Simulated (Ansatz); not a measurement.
ZnS (P6_3mc) from a database structure, relaxed with r2SCAN in the PAW code Ansatz: it is hexagonal, P6_3mc (No. 186); conventional cell a = 3.808 Å, c = 12.466 Å, 19.56 Å³ an atom. Zn is surrounded by 4 S at 2.33–2.34 Å; Zn is surrounded by 4 S at 2.33 Å; S is surrounded by 4 Zn at 2.33–2.34 Å; S is surrounded by 4 Zn at 2.33 Å. The primitive cell holds 8 atoms in 156.52 Å³. (Simulation; spin polarisation is off.)

Computed values: PBE gives a gap of 2.18 eV and PBE0 (25 % exact exchange) 4.08 eV; one over PBE's mean ε∞ is 0.170. HSE06 (6×6×2) gives a least gap of 3.41 eV, direct.

Problem. What is the density?

Solution. The cell holds 4 Zn, 4 S: M = 4×65.380 + 4×32.060 = 389.76 u in V = 156.52 Å³. ρ = 1.66054 × M/V = 1.66054 × 389.76/156.52 = 4.135 g/cm³, for the static r2SCAN lattice.

Problem. Taking the gap as linear in the share of unscreened exchange, estimate the gap of the hybrid whose share is 1/ε∞.

Solution. The slope is (4.08 − 2.18)/0.25 = 7.60 eV per unit share, so E_g ≈ 2.18 + 7.60 × 0.170 = 3.47 eV. The run with that share gives 3.45 eV (6×6×2 mesh), -0.02 eV from the straight line.

Problem. At what wavelength does absorption set in by HSE06, excitons left aside?

Solution. λ = 1239.84 eV nm/E: 364 nm for the least gap. That lies in the ultraviolet, so by this gap the crystal is transparent to visible light.

The meshes of the hybrids are coarse, so their gaps aren't converged to the digits shown.
